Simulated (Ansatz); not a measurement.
Method: Ansatz, DFT PBE, scalar-relativistic, plane waves, PAW. All cells share a 420 eV cutoff and Γ-centred k meshes spaced at most about 0.3 Å⁻¹ (about 0.25 or finer for metals, 2π included). No spin polarisation.

Temperature and zero-point effects are left out.

Question: Order these relaxed structures of CdS₅ by energy, lowest first, with the energy over the lowest of them.
A.

Space group P6/mmm (No. 191). a = 5.499 Å, b = 5.499 Å, c = 5.001 Å, α = 90.00°, β = 90.00°, γ = 120.00°
```csv
atom,site,symmetry,x,y,z
Cd,1b,6/mmm,0.0000,0.0000,0.5000
S,4h,3m.,0.3333,0.6667,0.3066
S,1a,6/mmm,0.0000,0.0000,0.0000
```

B.

Space group P6/mmm (No. 191). a = 6.669 Å, b = 6.669 Å, c = 3.194 Å, α = 90.00°, β = 90.00°, γ = 120.00°
```tsv
atom	site	symmetry	x	y	z
Cd	1a	6/mmm	0.0000	0.0000	0.0000
S	2c	-6m2	0.3333	0.6667	0.0000
S	3g	mmm	0.5000	0.0000	0.5000
```

C.

Space group P6/mmm (No. 191). a = 8.099 Å, b = 8.099 Å, c = 2.645 Å, α = 90.00°, β = 90.00°, γ = 120.00°
| atom | site | symmetry | x | y | z |
| --- | --- | --- | --- | --- | --- |
| Cd | 1a | 6/mmm | 0.0000 | 0.0000 | 0.0000 |
| S | 3g | mmm | 0.5000 | 0.0000 | 0.5000 |
| S | 2d | -6m2 | 0.3333 | 0.6667 | 0.5000 |

Answer: A (0 meV/atom), C (133 meV/atom), B (306 meV/atom). Counting S atoms around Cd (those within 1.25 times the shortest such distance or 1.15 times the sum of covalent radii, 1.27 where that leaves under three; a plus sign parts nearer from farther groups; the shortest distance is added where it exceeds 1.18 times the sum of covalent radii): A has Cd 2; C has Cd 12+12 from 4.3 Å; B has Cd 18 from 3.7 Å. A holds S–S pairs (shortest 1.93 Å); C holds S–S nets (shortest 2.34 Å) (bonds between like non-metal atoms; other contacts aren't counted). All come from invented guesses. The lowest form computed isn't among them: it has space group P1 (No. 1), 31.7 Å³/atom and lies 0.40 eV/atom below the best shown. Even the lowest of the cells shown lies +0.30 eV/atom against the elements.

Weakly bound directions are ill-defined at this level, which has no dispersion term (P6/mmm at 21.8 Å³/atom), and this can change margins and order among such cells. Cells relaxed within their symmetry can be saddle points. Some structure types and database cells were kept out of the candidates from the start, so a known form may be missing.
